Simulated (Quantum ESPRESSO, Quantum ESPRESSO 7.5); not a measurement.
**O on fcc sites of Ti(0001): a series in the coverage**

Aim: how the results for O on fcc sites of Ti(0001) change with the coverage.

Calculated with Quantum ESPRESSO 7.5; plane-wave DFT, PBE, GBRV ultrasoft pseudopotentials.

## (1) Set-up

Symmetry: P6_3/mmc, No. 194, hexagonal system. The conventional cell has a = 2.950 Å, b = 2.950 Å, c = 4.685 Å, α = 90.00°, β = 90.00°, γ = 120.00°. Nearest to Ti lie 12 Ti at 2.90 to 2.95 Å.

Structure file:

```cif
data_structure
_symmetry_space_group_name_H-M 'P6_3/mmc'
_symmetry_Int_Tables_number 194
_cell_length_a 2.9500
_cell_length_b 2.9500
_cell_length_c 4.6846
_cell_angle_alpha 90.000
_cell_angle_beta 90.000
_cell_angle_gamma 120.000
_cell_volume 35.31
loop_
_atom_site_label
_atom_site_type_symbol
_atom_site_symmetry_multiplicity
_atom_site_Wyckoff_symbol
_atom_site_fract_x
_atom_site_fract_y
_atom_site_fract_z
_atom_site_occupancy
Ti1 Ti 2 c 0.33333 0.66667 0.25000 1
```

Set-up: Slabs of 3 layers, covered on the upper face; adsorbates and the top layer relax in a periodic cell, the rest is held (the clean slab relaxes both outer layers); a run under open boundaries (ESM, bc1) gives both vacuum levels. Cells of one to 9 surface sites carry the coverages, on meshes of like density; cold smearing of 0.02 Ry. The slabs take the lattice constants of the bulk relaxed by the same program.

Members 0.1667, 0.25, 0.3333, 0.5 and 0.6667 took the same steps and show in the table alone.

This run has no spin polarisation, although Ti can carry a moment. A spin-polarised state was not tried and may lie lower.

## (2) Variable-cell relaxation of the reference

The bulk crystal is relaxed in cell and atoms; the members are built on its lattice constants.

ref.vc.in reads:

```
&control
  prefix = 'ref.vc'
  outdir = './out'
  pseudo_dir = './pseudo'
  nstep = 40
  forc_conv_thr = 0.0003
  calculation = 'vc-relax'
/
&system
  ibrav = 0
  nat = 2
  ntyp = 1
  ecutwfc = 50
  ecutrho = 250
  occupations = 'smearing'
  smearing = 'mv'
  degauss = 0.02
/
&electrons
  conv_thr = 1e-09
  mixing_beta = 0.4
  electron_maxstep = 120
/
&ions
/
&cell
  press_conv_thr = 0.3
/
ATOMIC_SPECIES
  Ti  47.8670  ti_pbe_v1.4.uspp.F.UPF
CELL_PARAMETERS angstrom
  2.95000000000000 0.00000000000000 0.00000000000000
  -1.47500000000000 2.55477494116409 0.00000000000000
  0.00000000000000 0.00000000000000 4.68460000000000
ATOMIC_POSITIONS crystal
  Ti  0.333333333333 0.666666666667 0.250000000000
  Ti  0.666666666667 0.333333333333 0.750000000000
K_POINTS automatic
  16 16 9 0 0 0
```

The run is started by

```sh
> OMP_NUM_THREADS=1 mpirun -n 16 pw.x -nk 16 -in ref.vc.in > ref.vc.out
```

The program printed:

```text
Program PWSCF v.7.5 starts
[citation notice left out]

     Parallel version (MPI & OpenMP), running on      16 processor cores
     Number of MPI processes:                16
     Threads/MPI process:                     1

     MPI processes distributed on     1 nodes
[...]
Current dimensions of program PWSCF are:
     Max number of different atomic species (ntypx) = 10
     Max number of k-points (npk) =  40000
     Max angular momentum in pseudopotentials (lmaxx) =  4
     Message from routine setup:
     using ibrav=0 with symmetry is DISCOURAGED, use correct ibrav instead

     K-points division:     npool     =      16
     Subspace diagonalization in iterative solution of the eigenvalue problem:
     a serial algorithm will be used

     G-vector sticks info
     --------------------
     sticks:   dense  smooth     PW     G-vecs:    dense   smooth      PW
     Sum         535     433    127                15891    11415    1925

     Using Slab Decomposition

     bravais-lattice index     =            0
     lattice parameter (alat)  =       5.5747  a.u.
     unit-cell volume          =     238.2560 (a.u.)^3
     number of atoms/cell      =            2
     number of atomic types    =            1
     number of electrons       =        24.00
     number of Kohn-Sham states=           16
     kinetic-energy cutoff     =      50.0000  Ry
     charge density cutoff     =     250.0000  Ry
     scf convergence threshold =      1.0E-09
     mixing beta               =       0.4000
     number of iterations used =            8  plain     mixing
     energy convergence thresh.=      1.0E-04
     force convergence thresh. =      3.0E-04
     press convergence thresh. =      3.0E-01
     Exchange-correlation=  SLA  PW   PBX  PBC
                           (   1   4   3   4   0   0   0)
     nstep                     =           40

     celldm(1)=   5.574692  celldm(2)=   0.000000  celldm(3)=   0.000000
     celldm(4)=   0.000000  celldm(5)=   0.000000  celldm(6)=   0.000000

     crystal axes: (cart. coord. in units of alat)
               a(1) = (   1.000000   0.000000   0.000000 )
               a(2) = (  -0.500000   0.866025   0.000000 )
               a(3) = (   0.000000   0.000000   1.588000 )

     reciprocal axes: (cart. coord. in units 2 pi/alat)
               b(1) = (  1.000000  0.577350 -0.000000 )
               b(2) = (  0.000000  1.154701  0.000000 )
               b(3) = (  0.000000 -0.000000  0.629723 )

     PseudoPot. # 1 for Ti read from file:
     ./pseudo/ti_pbe_v1.4.uspp.F.UPF
     Pseudo is Ultrasoft + core correction, Zval = 12.0
     Generated by new atomic code, or converted to UPF format
     Using radial grid of  851 points,  6 beta functions with:
                l(1) =   0
                l(2) =   0
                l(3) =   1
                l(4) =   1
                l(5) =   2
                l(6) =   2
     Q(r) pseudized with  6 coefficients,  rinner =    1.000   1.000   1.000
                                                       1.000   1.000

     atomic species   valence    mass     pseudopotential
     Ti               12.00    47.86700     Ti( 1.00)

     24 Sym. Ops., with inversion, found (12 have fractional translation)

   Cartesian axes

     site n.     atom                  positions (alat units)
         1        Ti     tau(   1) = (  -0.0000000   0.5773503   0.3970000  )
         2        Ti     tau(   2) = (   0.5000000   0.2886751   1.1910000  )

     number of k points=   150  Marzari-Vanderbilt smearing, width (Ry)=  0.0200

     Number of k-points >= 100: set verbosity='high' to print them.

     Dense  grid:    15891 G-vectors     FFT dimensions: (  30,  30,  48)

     Smooth grid:    11415 G-vectors     FFT dimensions: (  25,  25,  40)

     Estimated max dynamical RAM per process >      19.84 MB

     Estimated total dynamical RAM >     259.22 MB

     Check: negative core charge=   -0.000008

     Initial potential from superposition of free atoms

     starting charge      21.9999, renormalised to      24.0000

     negative rho (up, down):  2.727E-03 0.000E+00
     Starting wfcs are   20 randomized atomic wfcs

     total cpu time spent up to now is        0.4 secs

     per-process dynamical memory:    20.3 Mb

     Self-consistent Calculation

     iteration #  1     ecut=    50.00 Ry     beta= 0.40
     Davidson diagonalization with overlap
     ethr =  1.00E-02,  avg # of iterations =  3.9

     negative rho (up, down):  2.748E-03 0.000E+00

     total cpu time spent up to now is        0.8 secs

     total energy              =    -238.31107569 Ry
     estimated scf accuracy    <       1.26624166 Ry

     iteration #  2     ecut=    50.00 Ry     beta= 0.40
[...]
negative rho (up, down):  2.520E-03 0.000E+00

[...]
total energy              =    -238.46453699 Ry
     estimated scf accuracy    <       0.04991304 Ry

     iteration #  3     ecut=    50.00 Ry     beta= 0.40
[...]
negative rho (up, down):  2.374E-03 0.000E+00

[...]
total energy              =    -238.49822241 Ry
     estimated scf accuracy    <       0.02486302 Ry

     iteration #  4     ecut=    50.00 Ry     beta= 0.40
[...]
negative rho (up, down):  1.986E-03 0.000E+00

[...]
total energy              =    -238.50020016 Ry
     estimated scf accuracy    <       0.00252145 Ry

     iteration #  5     ecut=    50.00 Ry     beta= 0.40
[...]
negative rho (up, down):  1.996E-03 0.000E+00

[...]
total energy              =    -238.50122718 Ry
     estimated scf accuracy    <       0.00021986 Ry

     iteration #  6     ecut=    50.00 Ry     beta= 0.40
[...]
negative rho (up, down):  1.992E-03 0.000E+00

[...]
total energy              =    -238.50120382 Ry
     estimated scf accuracy    <       0.00009282 Ry

     iteration #  7     ecut=    50.00 Ry     beta= 0.40
[...]
negative rho (up, down):  1.997E-03 0.000E+00

[...]
total energy              =    -238.50121299 Ry
     estimated scf accuracy    <       0.00000529 Ry

     iteration #  8     ecut=    50.00 Ry     beta= 0.40
[...]
negative rho (up, down):  1.995E-03 0.000E+00

[...]
total energy              =    -238.50121697 Ry
     estimated scf accuracy    <       0.00000652 Ry

[...]
Gradient error          =      4.3E-27 Ry/Bohr
     Cell gradient error     =      1.1E+01 kbar

     number of scf cycles    =   2
     number of bfgs steps    =   1

     enthalpy           old  =    -238.5012168529 Ry
     enthalpy           new  =    -238.5014004233 Ry

     CASE: enthalpy          _new < enthalpy          _old

     new trust radius        =       0.0099924778 bohr
     new conv_thr            =            1.0E-11 Ry

     new unit-cell volume =    234.52114 a.u.^3 (    34.75245 Ang^3 )
     density =      4.57436 g/cm^3

CELL_PARAMETERS (angstrom)
   2.936849552  -0.000000000   0.000000000
  -1.468424776   2.543386319   0.000000000
   0.000000000   0.000000000   4.652553487

ATOMIC_POSITIONS (crystal)
Ti               0.3333333333        0.6666666667        0.2500000000
Ti               0.6666666667        0.3333333333        0.7500000000

[...]
NEW-OLD atomic charge density approx. for the potential
     New effective cutoffs (rho, wfc):  252.57   50.68

     Check: negative core charge=   -0.000008

     negative rho (up, down):  1.961E-03 0.000E+00

     total cpu time spent up to now is        6.2 secs

     per-process dynamical memory:    22.9 Mb

     Self-consistent Calculation

     iteration #  1     ecut=    50.00 Ry     beta= 0.40
     Davidson diagonalization with overlap
     ethr =  1.00E-06,  avg # of iterations =  3.0

     Threshold (ethr) on eigenvalues was too large:
     Diagonalizing with lowered threshold

     Davidson diagonalization with overlap
     ethr =  1.39E-08,  avg # of iterations =  3.2

     negative rho (up, down):  1.963E-03 0.000E+00

     total cpu time spent up to now is        6.7 secs

     total energy              =    -238.50144757 Ry
     estimated scf accuracy    <       0.00000442 Ry

[...]
iteration #  7     ecut=    50.00 Ry     beta= 0.40
[...]
negative rho (up, down):  1.965E-03 0.000E+00

[...]
End of self-consistent calculation

     Number of k-points >= 100: set verbosity='high' to print the bands.

     the Fermi energy is    13.3782 ev

!    total energy              =    -238.50144861 Ry
     estimated scf accuracy    <          7.9E-12 Ry
     smearing contrib. (-TS)   =       0.00021332 Ry
     internal energy E=F+TS    =    -238.50166193 Ry

     The total energy is F=E-TS. E is the sum of the following terms:
     one-electron contribution =     -81.00626273 Ry
     hartree contribution      =      48.49779549 Ry
     xc contribution           =     -36.07593475 Ry
     ewald contribution        =    -169.91725994 Ry

     convergence has been achieved in   7 iterations

     negative rho (up, down):  1.965E-03 0.000E+00

     Forces acting on atoms (cartesian axes, Ry/au):

     atom    1 type  1   force =     0.00000000    0.00000000   -0.00000000
     atom    2 type  1   force =     0.00000000    0.00000000    0.00000000

     Total force =     0.000000     Total SCF correction =     0.000000

     Computing stress (Cartesian axis) and pressure

     negative rho (up, down):  1.965E-03 0.000E+00
          total   stress  (Ry/bohr**3)                   (kbar)     P=        0.08
   0.00000712  -0.00000000   0.00000000            1.05       -0.00        0.00
  -0.00000000   0.00000712   0.00000000           -0.00        1.05        0.00
   0.00000000   0.00000000  -0.00001267            0.00        0.00       -1.86

     Energy error            =      4.8E-05 Ry
     Gradient error          =      2.5E-27 Ry/Bohr
     Cell gradient error     =      1.9E+00 kbar

     number of scf cycles    =   3
     number of bfgs steps    =   2

     enthalpy           old  =    -238.5014004233 Ry
     enthalpy           new  =    -238.5014486069 Ry

     CASE: enthalpy          _new < enthalpy          _old

     new trust radius        =       0.0013471734 bohr
     new conv_thr            =            1.0E-11 Ry

     new unit-cell volume =    234.47257 a.u.^3 (    34.74525 Ang^3 )
     density =      4.57530 g/cm^3

CELL_PARAMETERS (angstrom)
   2.937191449  -0.000000000   0.000000000
  -1.468595724   2.543682410   0.000000000
   0.000000000   0.000000000   4.650507071

ATOMIC_POSITIONS (crystal)
Ti               0.3333333333        0.6666666667        0.2500000000
Ti               0.6666666667        0.3333333333        0.7500000000

[...]
NEW-OLD atomic charge density approx. for the potential
     New effective cutoffs (rho, wfc):  252.76   50.73

     Check: negative core charge=   -0.000008

     negative rho (up, down):  1.965E-03 0.000E+00

     total cpu time spent up to now is        8.6 secs

     per-process dynamical memory:    22.9 Mb

[...]
!    total energy              =    -238.50145008 Ry
[...]
Total force =     0.000000     Total SCF correction =     0.000000
[...]
number of bfgs steps    =   3
[...]
new trust radius        =       0.0014823893 bohr
[...]
!    total energy              =    -238.50145156 Ry
[...]
Total force =     0.000000     Total SCF correction =     0.000000
[...]
number of bfgs steps    =   4
[...]
new trust radius        =       0.0022246961 bohr
[...]
!    total energy              =    -238.50145258 Ry
[...]
Total force =     0.000000     Total SCF correction =     0.000000
[...]
Self-consistent Calculation

     iteration #  1     ecut=    50.00 Ry     beta= 0.40
     Davidson diagonalization with overlap
     c_bands:  1 eigenvalues not converged
     ethr =  1.00E-06,  avg # of iterations = 16.8

     negative rho (up, down):  3.353E-03 0.000E+00

     total cpu time spent up to now is       15.0 secs

     total energy              =    -238.28121262 Ry
     estimated scf accuracy    <       1.33655043 Ry

[...]
iteration # 14     ecut=    50.00 Ry     beta= 0.40
[...]
negative rho (up, down):  2.424E-03 0.000E+00

[...]
End of self-consistent calculation

     Number of k-points >= 100: set verbosity='high' to print the bands.

     the Fermi energy is    13.3787 ev

!    total energy              =    -238.50144954 Ry
     estimated scf accuracy    <          2.8E-12 Ry
     smearing contrib. (-TS)   =       0.00020399 Ry
     internal energy E=F+TS    =    -238.50165353 Ry

     The total energy is F=E-TS. E is the sum of the following terms:
     one-electron contribution =     -81.01464006 Ry
     hartree contribution      =      48.50112015 Ry
     xc contribution           =     -36.07592442 Ry
     ewald contribution        =    -169.91220920 Ry

     convergence has been achieved in  14 iterations

     negative rho (up, down):  2.424E-03 0.000E+00

     Forces acting on atoms (cartesian axes, Ry/au):

     atom    1 type  1   force =    -0.00000000   -0.00000000    0.00000000
     atom    2 type  1   force =     0.00000000    0.00000000   -0.00000000

     Total force =     0.000000     Total SCF correction =     0.000000

     Computing stress (Cartesian axis) and pressure

     negative rho (up, down):  2.424E-03 0.000E+00
          total   stress  (Ry/bohr**3)                   (kbar)     P=        0.05
   0.00000057   0.00000000  -0.00000000            0.08        0.00       -0.00
   0.00000000   0.00000057   0.00000000            0.00        0.08        0.00
  -0.00000000   0.00000000  -0.00000015           -0.00        0.00       -0.02

[...]
=------------------------------------------------------------------------------=
   JOB DONE.
=------------------------------------------------------------------------------=
```

Wall time 19 s (16 MPI ranks of Arm Neoverse V2, shared host); peak memory 0.91 GiB.

The steps of the relaxation:

```tsv
step	energy less that of the first step (eV)	largest force (eV/Å)	volume (Å³)
1	0.0000	0.0000	35.31
2	-0.0025	0.0000	34.99
3	-0.0032	0.0000	34.75
4	-0.0032	0.0000	34.75
5	-0.0032	0.0000	34.75
6	-0.0032	0.0000	34.75
7	-0.0032	0.0000	34.75
```

```tsv
conventional cell, symmetrised	before	after	change
a (Å)	2.950	2.939	-0.4 %
b (Å)	2.950	2.939	-0.4 %
c (Å)	4.685	4.645	-0.8 %
volume (Å³/atom)	17.65	17.38	-1.6 %
```

The relaxed structure:

```cif
data_structure
_symmetry_space_group_name_H-M 'P 1'
_symmetry_Int_Tables_number 1
_cell_length_a 2.9393
_cell_length_b 2.9393
_cell_length_c 4.6449
_cell_angle_alpha 90.000
_cell_angle_beta 90.000
_cell_angle_gamma 120.000
_cell_volume 34.75
loop_
_atom_site_label
_atom_site_type_symbol
_atom_site_fract_x
_atom_site_fract_y
_atom_site_fract_z
_atom_site_occupancy
Ti1 Ti 0.33333 0.66667 0.25000 1
Ti2 Ti 0.66667 0.33333 0.75000 1
```

 The last row is no step: it is a fresh SCF in the final cell with a new plane-wave basis, +0 meV from the row before.

This step gave:

| Quantity | Value |
| --- | --- |
| free energy | -3244.9775 eV |
| Fermi energy | 13.38 eV |

[end of part 1 of 8]

[Logs are printed without paths, hosts, clocks, repeated set-up lines and the standing remarks that a program may print on its own settings, such as how far it seeks lower states.]

[Hosts, paths, dates, database ids (printed as entryN), source tags and the programs' standing remarks are cut or masked in the printed files.]

[Maps of the electrostatic potential energy from Ansatz leave out the sawtooth potential of an applied field or a dipole correction, so their vacuum need not be flat; planar profiles and work functions include it.]
